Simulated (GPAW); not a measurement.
A calculation with GPAW 26.7.0 of CdSe (Cadmoselite) (ASE script, structure typed inline):

File run.py:

```python
from ase import Atoms
from ase.dft.bandgap import bandgap
from ase.io import write
from ase.units import GPa
from gpaw import GPAW, PW

atoms = Atoms(['Cd', 'Cd', 'Se', 'Se'],
              cell=[[4.3, 0.0, 0.0],
                    [-2.15, 3.7239092363, 0.0],
                    [0.0, 0.0, 7.02]],
              scaled_positions=[[0.6666666667, 0.3333333333, 0.5],
                                [0.3333333333, 0.6666666667, 0.0],
                                [0.6666666667, 0.3333333333, 0.885],
                                [0.3333333333, 0.6666666667, 0.385]],
              pbc=True)

calc = GPAW(mode=PW(500),
            xc='PBE',
            kpts={'size': (6, 6, 3), 'gamma': True},
            occupations={'name': 'fermi-dirac', 'width': 0.05},
            nbands=31,
            maxiter=120,
            txt='gpaw.txt')
atoms.calc = calc
energy = atoms.get_potential_energy()
forces = atoms.get_forces()
stress = atoms.get_stress()
calc.write('gs.gpw')
write('result.traj', atoms)
print(f'Energy: {energy:.6f} eV')
print('Forces (eV/A):')
print(forces.round(4))
print('Stress (GPa):', (stress / GPa).round(3))
print('Fermi level:', round(calc.get_fermi_level(), 4), 'eV')
print(f'Gap: {bandgap(calc)[0]:.4f} eV, direct: {bandgap(calc, direct=True)[0]:.4f} eV')
```

Potentials or basis: GPAW PAW data sets (gpaw-data 1.2.1), pw.

Command:

```console
$ OMP_NUM_THREADS=1 python run.py
```

Task: Write the same calculation in another form: ASE script, structure from a POSCAR.

Result: As run:

File run.py:

```python
from ase.dft.bandgap import bandgap
from ase.io import read, write
from ase.units import GPa
from gpaw import GPAW, PW

atoms = read('POSCAR')

calc = GPAW(mode=PW(500),
            xc='PBE',
            kpts={'size': (6, 6, 3), 'gamma': True},
            occupations={'name': 'fermi-dirac', 'width': 0.05},
            nbands=31,
            maxiter=120,
            txt='gpaw.txt')
atoms.calc = calc
energy = atoms.get_potential_energy()
forces = atoms.get_forces()
stress = atoms.get_stress()
calc.write('gs.gpw')
write('result.traj', atoms)
print(f'Energy: {energy:.6f} eV')
print('Forces (eV/A):')
print(forces.round(4))
print('Stress (GPa):', (stress / GPa).round(3))
print('Fermi level:', round(calc.get_fermi_level(), 4), 'eV')
print(f'Gap: {bandgap(calc)[0]:.4f} eV, direct: {bandgap(calc, direct=True)[0]:.4f} eV')
```

Contents of POSCAR:

```
CdSe
1.0
    4.3000000000      0.0000000000      0.0000000000
   -2.1500000000      3.7239092363      0.0000000000
    0.0000000000      0.0000000000      7.0200000000
Cd Se
2 2
Direct
    0.6666666667      0.3333333333      0.5000000000
    0.3333333333      0.6666666667      0.0000000000
    0.6666666667      0.3333333333      0.8850000000
    0.3333333333      0.6666666667      0.3850000000
```

Potentials or basis: GPAW PAW data sets (gpaw-data 1.2.1), pw.

Run with:

```bash
$ OMP_NUM_THREADS=1 python run.py
```

Both were run:

|  | ASE script, structure typed inline | ASE script, structure from a POSCAR |
| --- | --- | --- |
| Pressure | 2.5 GPa | 2.5 GPa |
| Largest force | 0.282 eV/Å | 0.282 eV/Å |
| Band gap on the k mesh | 0.70 eV, direct | 0.70 eV, direct |

Keys that steer only the numerical path or the files written may differ.

Caveat: the cutoff is short for stress and forces, so pressures can be off by a GPa or more.
